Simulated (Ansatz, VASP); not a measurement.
La in VASP and in Ansatz

```
La
1.0
    -2.02137    2.02137    2.02137
     2.02137   -2.02137    2.02137
     2.02137    2.02137   -2.02137
La
1
Cartesian
  0.0000 0.0000 0.0000
```

Alike in both runs: functional PBE; k mesh 13 × 13 × 13; occupations fermi-dirac, width 0.05 eV; no spin polarisation.

Ansatz relaxed the structure, and its values are those at the end. VASP's run is a single point on that final structure, the one shown.

|  | VASP | Ansatz |
| --- | --- | --- |
| version | VASP 6.6.1 | Ansatz 0.2.0 |
| potentials or method | VASP PAW PBE potentials, release 64 (La), cutoff 520 eV | all-electron LAPW, scalar-relativistic |

|  | VASP | Ansatz | Ansatz less VASP |
| --- | --- | --- | --- |
| pressure (GPa) | 4.4 | 4.4 | -0.03 |

Ansatz ran all-electron here, so the differences hold the error of VASP's frozen core and of both bases.

Spin-orbit coupling is left out, which matters for the levels of La.
